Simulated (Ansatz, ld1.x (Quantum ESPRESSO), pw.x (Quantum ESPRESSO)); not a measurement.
pw.x on diamond Ca: one setting changed

Potential: PAW, ld1.x (Quantum ESPRESSO) 7.5, PBE; core [Ne], reference 3s2 3p6 3d0 4s1.5 4p0; waves: 3s (bound): rcut 1.50, rcutus 1.65 bohr; 4s (bound): rcut 1.50, rcutus 1.65 bohr; 3p (bound): rcut 1.95, rcutus 2.45 bohr; 4p (bound, empty): rcut 1.95, rcutus 2.45 bohr; 3d (bound, empty): rcut 2.25, rcutus 2.60 bohr; 3d channel at 0.05 Ry: rcut 2.25, rcutus 2.60 bohr; local part: all-electron potential smoothed inside 2.40 bohr (lloc = -1); core correction: Bessel-smoothed model core inside 1.40 bohr; augmentation: PSQ, inside the norm-conserving radii.

The reference run (k-mesh 8³, cutoffs 40/320 Ry, Fermi–Dirac 0.01 Ry, mixing_beta 0.4, conv_thr 1e-9, no spin) gives -0.01 GPa at 79.425 Å³/atom, where all-electron LAPW gives -0.00 GPa. This run, with its own iteration cap, changes conv_thr to 1e-06.

```
&control
  calculation='scf', prefix='x', pseudo_dir='./', outdir='./tmp', tstress=.true., disk_io='none'
/
&system
  ibrav=0, nat=2, ntyp=1, ecutwfc=40, ecutrho=320, nbnd=18,
  occupations='smearing', smearing='fd', degauss=0.01
/
&electrons
  conv_thr=1e-06, mixing_beta=0.4, electron_maxstep=60
/
ATOMIC_SPECIES
Ca 1.0 Ca.UPF
CELL_PARAMETERS angstrom
  0.00000000 4.29852121 4.29852121
  4.29852121 0.00000000 4.29852121
  4.29852121 4.29852121 0.00000000
ATOMIC_POSITIONS crystal
Ca 0.0000 0.0000 0.0000
Ca 0.2500 0.2500 0.2500
K_POINTS automatic
8 8 8 0 0 0
```

```bash
pw.x < Ca.scf.in > Ca.scf.out
```

Question: How does the run end?

Answer: It converges in 21 iterations; the free energy moves by +0.0 meV/atom and the pressure by -0.01 GPa. The result is that of the reference run.

```
Message from routine setup:
     using ibrav=0 with symmetry is DISCOURAGED, use correct ibrav instead
     lattice parameter (alat)  =      11.4877  a.u.
     unit-cell volume          =    1071.9729 (a.u.)^3
     number of electrons       =        20.00
     number of Kohn-Sham states=           18
     kinetic-energy cutoff     =      40.0000  Ry
     charge density cutoff     =     320.0000  Ry
     scf convergence threshold =      1.0E-06
     Exchange-correlation= SLA  PW   PBX  PBC
     number of k points=    29  Fermi-Dirac smearing, width (Ry)=  0.0100
     iteration #  1     ecut=    40.00 Ry     beta= 0.40
     total energy              =    -266.90787744 Ry
     estimated scf accuracy    <       0.40220133 Ry
     iteration #  2     ecut=    40.00 Ry     beta= 0.40
     total energy              =    -266.86138334 Ry
     estimated scf accuracy    <       0.08692497 Ry
     iteration #  3     ecut=    40.00 Ry     beta= 0.40
     total energy              =    -266.89781684 Ry
     estimated scf accuracy    <       0.01365092 Ry
     [... 15 iterations left out ...]
     iteration # 19     ecut=    40.00 Ry     beta= 0.40
     total energy              =    -266.89633061 Ry
     estimated scf accuracy    <       0.00001880 Ry
     iteration # 20     ecut=    40.00 Ry     beta= 0.40
     total energy              =    -266.89633176 Ry
     estimated scf accuracy    <       0.00000123 Ry
     iteration # 21     ecut=    40.00 Ry     beta= 0.40
     the Fermi energy is     1.5073 ev
!    total energy              =    -266.89633168 Ry
     estimated scf accuracy    <       0.00000084 Ry
     smearing contrib. (-TS)   =      -0.01486856 Ry
     The total energy is F=E-TS. E is the sum of the following terms:
     one-electron contribution =    -111.45138958 Ry
     hartree contribution      =      55.98321169 Ry
     xc contribution           =     -20.31518194 Ry
     ewald contribution        =     -66.31514945 Ry
     one-center paw contrib.   =    -124.78295383 Ry
     convergence has been achieved in  21 iterations
          total   stress  (Ry/bohr**3)                   (kbar)     P=       -0.21
     Message from routine punch:
     Nothing written, as per user request (disk_io='none')
```

The run took about 2 min on one core of a shared host (Neoverse-V1, 64 threads, 495 GiB, load 18).
